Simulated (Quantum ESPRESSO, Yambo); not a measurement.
Planning a run of Yambo 5.3.0 on LiCl (Fm-3m). The input:

```
optics
bss
bse
em1s
dipoles
rim_cut
RandQpts= 1000000
RandGvec= 1 RL
Chimod= "HARTREE"
BSKmod= "SEX"
BSEmod= "resonant"
BSSmod= "h"
BSENGexx= 20 Ry
BSENGBlk= 4 Ry
% BSEQptR
 1 | 1 |
%
% BSEBands
 3 | 9 |
%
% BEnRange
 0 | 14 | eV
%
% BDmRange
 0.1 | 0.1 | eV
%
BEnSteps= 141
% BLongDir
 1 | 0 | 0 |
%
% BndsRnXs
 2 | 13 |
%
NGsBlkXs= 4 Ry
% LongDrXs
 1 | 1 | 1 |
%
% KfnQP_E
 2.649 | 1.0 | 1.0 |
%
BSHayTrs= -0.02
FFTGvecs= 30 Ry
```

```sh
OMP_NUM_THREADS=1 mpirun -n 8 yambo -F bse14.in -J bse14,bse12_W -C bse14 > bse14.log
```

The stored states that it reads are on a 12×12×12 mesh. It takes space group Fm-3m (No. 225, cubic). The conventional cell has a = 5.143 Å, b = 5.143 Å, c = 5.143 Å, α = 90.00°, β = 90.00°, γ = 90.00°. Li has 6 Cl at 2.57 Å nearest. Cl has 6 Li at 2.57 Å nearest. Farther neighbours and most contacts between anions are not listed.

Q: Estimate wall time and host memory on 8 MPI ranks of Arm Neoverse V2, shared host.

It took 3.8 min; on shared hardware allow 1.9 min to 7.6 min. Peak host memory was 6.5 GiB.

The kernel grows as the square of the matrix size, and full diagonalisation as its cube.

[Paths, hosts, dates, memory and timing lines, banners, echoed tables and standing remarks are left out of the program output.]

[Logs are printed without paths, hosts, clocks, repeated set-up lines and the standing remarks that a program may print on its own settings, such as how far it seeks lower states.]

[Runs of the session that timed out or met a known fault of the program may be left out.]

[Hosts, paths, dates, database ids (printed as entryN), source tags and the programs' standing remarks are cut or masked in the printed files.]
